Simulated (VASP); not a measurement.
# CaO (Pm-3m) in VASP: notebook

The runs below take CaO through relaxation of cell and atoms, with PBE.

Program: VASP 6.6.1. These are calculated values, not measurements. Logs are shortened: lines on timing, memory, paths and dates and some standing lists are left out, and cuts for length are marked.

### 1 The crystal as given

The structure is cubic, space group Pm-3m (No. 221). Conventional cell: a = 2.693 Å, b = 2.693 Å, c = 2.693 Å, α = 90.00°, β = 90.00°, γ = 90.00°. Ca (site symmetry m-3m) has 8 O at 2.33 Å as nearest neighbours. O (site symmetry m-3m) is surrounded by 8 Ca at 2.33 Å.

The cell was built by a generator and needn't be a form met in nature.

### 2 Relaxation of cell and atoms, PBE, target pressure 75 GPa, at which the enthalpy is minimised

Input file INCAR:

```
SYSTEM = CaO
PREC = Accurate
ENCUT = 520
EDIFF = 1E-7
ISMEAR = 0
SIGMA = 0.1
LREAL = .False.
LASPH = .True.
NELM = 100
ALGO = Fast
ISIF = 3
LWAVE = .False.
LCHARG = .False.
GGA = PE
IBRION = 2
NSW = 80
EDIFFG = -0.002
PSTRESS = 750.0
```

Input file KPOINTS:

```
Automatic mesh
0
Gamma
  8 8 8
  0 0 0
```

Input file POSCAR:

```
CaO                                     
1.0
    2.6925513919      0.0000000000      0.0000000000
    0.0000000000      2.6925513919      0.0000000000
    0.0000000000      0.0000000000      2.6925513919
  Ca              O             
     1     1
Direct
     0.0000000000000000    0.0000000000000000    0.0000000000000000
     0.5000000000000000    0.5000000000000000    0.5000000000000000
```

Potentials or basis: VASP PAW PBE potentials, release 64 (Ca_sv, O).

Started as:

```bash
$ cat potpaw_PBE.64/Ca_sv/POTCAR potpaw_PBE.64/O/POTCAR > POTCAR
$ mpirun -np 1 vasp_std > vasp.out
```

OUTCAR:

```text
SYSTEM = CaO
   PREC = Accurate
   ENCUT = 520
   EDIFF = 1E-7
   ISMEAR = 0
   LREAL = .False.
   LASPH = .True.
   NELM = 100
   ISIF = 3
   GGA = PE
   IBRION = 2
   NSW = 80
   EDIFFG = -0.002
   PSTRESS = 750.0

 ion  position               nearest neighbor table
   1  0.000  0.000  0.000-   2 2.33   2 2.33   2 2.33   2 2.33   2 2.33   2 2.33   2 2.33   2 2.33

   2  0.500  0.500  0.500-   1 2.33   1 2.33   1 2.33   1 2.33   1 2.33   1 2.33   1 2.33   1 2.33

  LATTYP: Found a simple cubic cell.
 ALAT       =     2.6925513919

  Lattice vectors:

 A1 = (   2.6925513919,   0.0000000000,   0.0000000000)
 A2 = (   0.0000000000,   2.6925513919,   0.0000000000)
 A3 = (   0.0000000000,   0.0000000000,   2.6925513919)

Analysis of symmetry for initial positions (statically):
=====================================================================
 Subroutine PRICEL returns:
 Original cell was already a primitive cell.

 Routine SETGRP: Setting up the symmetry group for a
 simple cubic supercell.

 Subroutine GETGRP returns: Found 48 space group operations
 (whereof 48 operations were pure point group operations)
 out of a pool of 48 trial point group operations.

The static configuration has the point symmetry O_h .

Analysis of symmetry for dynamics (positions and initial velocities):
=====================================================================
 Subroutine PRICEL returns:
 Original cell was already a primitive cell.

 Routine SETGRP: Setting up the symmetry group for a
 simple cubic supercell.

 Subroutine GETGRP returns: Found 48 space group operations
 (whereof 48 operations were pure point group operations)
 out of a pool of 48 trial point group operations.

The dynamic configuration has the point symmetry O_h .

 Subroutine INISYM returns: Found 48 space group operations
 (whereof 48 operations are pure point group operations),
 and found     1 'primitive' translations

----------------------------------------------------------------------------------------

                                     Primitive cell

  volume of cell :      19.5205

  direct lattice vectors                    reciprocal lattice vectors
     2.692551392  0.000000000  0.000000000     0.371394954  0.000000000  0.000000000
     0.000000000  2.692551392  0.000000000     0.000000000  0.371394954  0.000000000
     0.000000000  0.000000000  2.692551392     0.000000000  0.000000000  0.371394954

  length of vectors
     2.692551392  2.692551392  2.692551392     0.371394954  0.371394954  0.371394954

  position of ions in fractional coordinates (direct lattice)
     0.000000000  0.000000000  0.000000000
     0.500000000  0.500000000  0.500000000

  ion indices of the primitive-cell ions
   primitive index   ion index
                 1           1
                 2           2

----------------------------------------------------------------------------------------

 KPOINTS: Automatic mesh

Automatic generation of k-mesh.
 Grid dimensions read from file:
 generate k-points for:    8    8    8

 Generating k-lattice:

  Cartesian coordinates                     Fractional coordinates (reciprocal lattice)
     0.046424369  0.000000000  0.000000000     0.125000000  0.000000000  0.000000000
     0.000000000  0.046424369  0.000000000     0.000000000  0.125000000  0.000000000
     0.000000000  0.000000000  0.046424369     0.000000000  0.000000000  0.125000000

  Length of vectors
     0.046424369  0.046424369  0.046424369

  Shift w.r.t. Gamma in fractional coordinates (k-lattice)
     0.000000000  0.000000000  0.000000000

 Subroutine IBZKPT returns following result:
 ===========================================

 Found     35 irreducible k-points:

 Following reciprocal coordinates:
            Coordinates               Weight
  0.000000  0.000000  0.000000      1.000000
  0.125000  0.000000  0.000000      6.000000
  0.250000  0.000000  0.000000      6.000000
  0.375000  0.000000  0.000000      6.000000
  0.500000  0.000000  0.000000      3.000000
  0.125000  0.125000  0.000000     12.000000
[... 16 lines left out ...]
  0.375000  0.375000  0.125000     24.000000
  0.500000  0.375000  0.125000     24.000000
 [... further k-points ...]
   k-points           NKPTS =     35   k-points in BZ     NKDIM =     35   number of bands    NBANDS=     12
   number of dos      NEDOS =    301   number of ions     NIONS =      2
   total plane-waves  NPLWV =   8000
   dimension x,y,z NGX =    20 NGY =   20 NGZ =   20
   dimension x,y,z NGXF=    40 NGYF=   40 NGZF=   40
   ions per type =               1   1
   NGX,Y,Z   is equivalent  to a cutoff of  12.35, 12.35, 12.35 a.u.
   NGXF,Y,Z  is equivalent  to a cutoff of  24.70, 24.70, 24.70 a.u.
 SYSTEM =  CaO
   PREC   = accura    normal or accurate (medium, high low for compatibility)
   ISTART =      0    job   : 0-new  1-cont  2-samecut
   ICHARG =      2    charge: 1-file 2-atom 10-const
   ISPIN  =      1    spin polarized calculation?
   LNONCOLLINEAR =      F non collinear calculations
   LSORBIT =      F    spin-orbit coupling
   LASPH  =      T    aspherical Exc in radial PAW
   ENCUT  =  520.0 eV  38.22 Ry    6.18 a.u.   5.01  5.01  5.01*2*pi/ulx,y,z
   NELM   =    100;   NELMIN=  2; NELMDL= -5     # of ELM steps
   EDIFF  = 0.1E-06   stopping-criterion for ELM
   LREAL  =      F    real-space projection
   EDIFFG = -.2E-02   stopping-criterion for IOM
   NSW    =     80    number of steps for IOM
   IBRION =      2    ionic relax: 0-MD 1-quasi-New 2-CG
   NFREE  =      1    steps in history (QN), initial steepest desc. (CG)
   ISIF   =      3    stress and relaxation
   ISYM   =      2    0-nonsym 1-usesym 2-fastsym
   POTIM  = 0.5000    time-step for ionic-motion
   TEBEG  =    0.0;   TEEND  =   0.0 temperature during run
   PSTRESS=  750.0 pullay stress
   NELECT =      16.0000    total number of electrons
   NUPDOWN=      -1.0000    fix difference up-down
   EMIN   =  10.00;   EMAX   =-10.00  energy-range for DOS
   EFERMI =   0.00;   METHOD = LEGACY
   ISMEAR =     0;   SIGMA  =   0.10  broadening in eV -4-tet -1-fermi 0-gaus
   EFERMI_NEDOS =   21; number of points for ismear=-14 and -15
   IALGO  =     68    algorithm
   IMIX   =      4    mixing-type and parameters
     AMIX     =   0.40;   BMIX     =  1.00
     AMIX_MAG =   1.60;   BMIX_MAG =  1.00
  volume/ion in A,a.u.               =       9.76        65.87
  Fermi-wavevector in a.u.,A,eV,Ry     =   1.532090  2.895229 31.936934  2.347298
  Thomas-Fermi vector in A             =   2.639344
   LORBIT       =      0    0 simple, 1 ext, 2 COOP (PROOUT), +10 PAW based schemes
   GGA     = PE    functional components
   LHFCALC =     F    Hartree Fock is set to
   AEXX    =    0.0000 exact exchange contribution
   IVDW    =     0    specifies the selected vdW correction
   LEPSILON=     F    determine dielectric tensor
   LRPA    =     F    only Hartree local field effects (RPA)
 conjugate gradient relaxation of ions
 non-spin polarized calculation
 RMM-DIIS sequential band-by-band and
 Gauss-broadening in eV      SIGMA  =   0.10
  energy-cutoff  :      520.00
  volume of cell :       19.52
 maximum number of plane-waves:       552
   NGX = 11   NGY = 11   NGZ = 11

--------------------------------------- Ionic step        1  -------------------------------------------

 number of electron      15.9999992 magnetization

 Free energy of the ion-electron system (eV)
  ---------------------------------------------------
  ext. energy  EPLUGINS =         0.00000000
  ---------------------------------------------------
  free energy    TOTEN  =       -11.09394043 eV

  energy without entropy =      -11.09394043  energy(sigma->0) =      -11.09394043

------------------------ aborting loop because EDIFF is reached ----------------------------------------

  FORCE on cell =-STRESS in cart. coord.  units (eV):
  Direction    XX          YY          ZZ          XY          YZ          ZX
  --------------------------------------------------------------------------------------
  -------------------------------------------------------------------------------------
  Total        6.0929558      6.0929558      6.0929558      0.0000000      0.0000000      0.0000000
  in kB      500.0881979    500.0881979    500.0881979      0.0000000      0.0000000      0.0000000
  external PRESSURE =    -249.9118021 kB  Pullay stress =     750.0000000 kB
[... 213 lines left out ...]
  enthalpy is  TOTEN    =        -2.0696349995 eV   P V=        8.5057975626

--------------------------------------- Ionic step        7  -------------------------------------------

 number of electron      15.9999996 magnetization

 Free energy of the ion-electron system (eV)
  ---------------------------------------------------
  ext. energy  EPLUGINS =         0.00000000
  ---------------------------------------------------
  free energy    TOTEN  =       -10.56090260 eV

  energy without entropy =      -10.56090260  energy(sigma->0) =      -10.56090260

 E-fermi :   7.0579     XC(G=0): -12.9281

 val. band max:        6.5870618171   @ k =   0.5000   0.5000   0.0000
 cond. band min:       9.0238599242   @ k =   0.0000   0.0000   0.0000
 fundamental gap:      2.4367981070
 Fermi energy:         7.0579287561

 k-point     1 :       0.0000    0.0000    0.0000
  band No.  band energies     occupation
      1     -32.2917      2.00000
      2     -11.9916      2.00000
      3     -11.9916      2.00000
      4     -11.9916      2.00000
      5     -10.7770      2.00000
      6       6.4231      2.00000
      7       6.4231      2.00000
      8       6.4231      2.00000
      9       9.0239      0.00000
     10       9.0239      0.00000
     11      16.1666      0.00000
     12      16.8966      0.00000
[... 331 lines left out ...]
 k-point    24 :       0.5000    0.3750    0.1250
  band No.  band energies     occupation
      1     -31.3702      2.00000
      2     -14.2742      2.00000
      3     -13.6738      2.00000
      4     -11.7991      2.00000
      5      -9.5796      2.00000
      6       3.6954      2.00000
      7       3.8795      2.00000
      8       5.7074      2.00000
      9      12.1226      0.00000
     10      13.4195      0.00000
     11      14.7648      0.00000
     12      15.1574      0.00000

 [... further k-points ...]

------------------------ aborting loop because EDIFF is reached ----------------------------------------

  FORCE on cell =-STRESS in cart. coord.  units (eV):
  Direction    XX          YY          ZZ          XY          YZ          ZX
  --------------------------------------------------------------------------------------
  -------------------------------------------------------------------------------------
  Total        8.4921173      8.4921173      8.4921173     -0.0000000      0.0000000      0.0000000
  in kB      750.0806746    750.0806746    750.0806746     -0.0000000      0.0000000      0.0000000
  external PRESSURE =       0.0806746 kB  Pullay stress =     750.0000000 kB
[... 17 lines left out ...]
  FREE ENERGIE OF THE ION-ELECTRON SYSTEM (eV)
  ---------------------------------------------------
  free  energy   TOTEN  =       -10.5609026001 eV

  energy  without entropy=      -10.5609026001  energy(sigma->0) =      -10.56090260

  enthalpy is  TOTEN    =        -2.0696986382 eV   P V=        8.4912039619

 reached required accuracy - stopping structural energy minimisation
```

It took 38 s on 1 thread of Intel Xeon Platinum 8488C (Sapphire Rapids), shared host; peak memory 0.13 GiB.

What came out:

* Free energy: -10.5609 eV
* Relaxed volume: 9.07 Å³/atom
* Relaxed cell: a = 2.627 Å, b = 2.627 Å, c = 2.627 Å, α = 90.00°, β = 90.00°, γ = 90.00°
* Space group after relaxing (to 0.05 Å): Pm-3m (No. 221)
* Energy change on relaxing (the enthalpy is what falls): +266.5 meV/atom
* Ionic steps: 7
* Pressure after relaxing: 75.0 GPa
* Band gap on the k mesh: 2.44 eV, indirect (least direct gap 2.60 eV)

The path:
```csv
step,energy change (eV),largest force (eV/Å),pressure (GPa),volume (Å³)
1,0.0000,0.0000,50.01,19.52
2,2.3241,0.0000,153.47,15.53
3,0.5005,0.0000,73.53,18.21
4,0.5286,0.0000,74.80,18.15
5,0.5412,0.0000,75.38,18.12
6,0.5185,0.0000,74.35,18.17
7,0.5330,0.0000,75.01,18.14
```

Final structure:
```xyz
2
Lattice="2.6275 0.0000 0.0000 0.0000 2.6275 0.0000 0.0000 0.0000 2.6275" Properties=species:S:1:pos:R:3 pbc="T T T"
Ca    0.0000    0.0000    0.0000
O     1.3137    1.3137    1.3137
```

Caveat: the cell is relaxed towards a set pressure, so the enthalpy falls and the energy may rise.

### 3 Relaxation of cell and atoms, PBE, target pressure 75 GPa, at which the enthalpy is minimised

This run uses another cell than the first one, of 9.07 Å³/atom, 0.929 times its volume.

INCAR is that of step 2.

KPOINTS is that of step 2.

Input file POSCAR:

```
CaO                                     
1.0
    2.6274806759     -0.0000000000     -0.0000000000
    0.0000000000      2.6274806759     -0.0000000000
    0.0000000000     -0.0000000000      2.6274806759
  Ca              O             
     1     1
Direct
     0.0000000000000000    0.0000000000000000    0.0000000000000000
     0.5000000000000000    0.5000000000000000    0.5000000000000000
```

Potentials or basis: VASP PAW PBE potentials, release 64 (Ca_sv, O).

Started as:

```bash
$ cat potpaw_PBE.64/Ca_sv/POTCAR potpaw_PBE.64/O/POTCAR > POTCAR
$ mpirun -np 1 vasp_std > vasp.out
```

Wall time 12 s (1 thread of Intel Xeon Platinum 8488C (Sapphire Rapids), shared host); peak memory 0.13 GiB.

Results (log left out):

```
Free energy                                            : -10.5594 eV
Relaxed volume                                         : 9.07 Å³/atom
Relaxed cell                                           : a = 2.628 Å, b = 2.628 Å, c = 2.628 Å, α = 90.00°, β = 90.00°, γ = 90.00°
Space group after relaxing (to 0.05 Å)                 : Pm-3m (No. 221)
Energy change on relaxing (the enthalpy is what falls) : -0.5 meV/atom
Ionic steps                                            : 3
Pressure after relaxing                                : 75.0 GPa
Band gap on the k mesh                                 : 2.44 eV, indirect (least direct gap 2.60 eV)
```

The path:
```
step  energy change (eV)  largest force (eV/Å)  pressure (GPa)  volume (Å³)
   1              0.0000                0.0000           75.04        18.14
   2             -0.0031                0.0000           74.91        18.15
   3             -0.0010                0.0000           75.00        18.14
```

Final structure:
```yaml
crystal:
  lattice:
    - [2.62759, 0.00000, 0.00000]
    - [0.00000, 2.62759, 0.00000]
    - [0.00000, 0.00000, 2.62759]
  atoms:
    - { symbol: Ca, position: [0.00000, 0.00000, 0.00000] }
    - { symbol: O, position: [0.50000, 0.50000, 0.50000] }
```

Levels at points of the mesh, in eV from the valence-band top:
| k point | band 5 | band 6 | band 7 | band 8 | band 9 | band 10 | band 11 | band 12 |
| --- | --- | --- | --- | --- | --- | --- | --- | --- |
| (0.00, 0.00, 0.00) | -17.36 | -0.16 | -0.16 | -0.16 | 2.44 | 2.44 | 9.58 | 10.31 |
| (0.50, 0.00, 0.00) | -14.60 | -4.67 | -1.25 | -1.25 | 3.87 | 9.19 | 10.18 | 10.18 |
| (0.50, 0.50, 0.00) | -16.64 | -2.23 | -2.23 | 0.00 | 4.56 | 5.93 | 7.59 | 7.59 |
| (0.50, 0.50, 0.50) | -15.56 | -5.01 | -5.01 | -5.01 | 10.20 | 10.20 | 10.20 | 12.61 |

Caveat: the cell is relaxed towards a set pressure, so the enthalpy falls and the energy may rise.

[end of part 1 of 2]
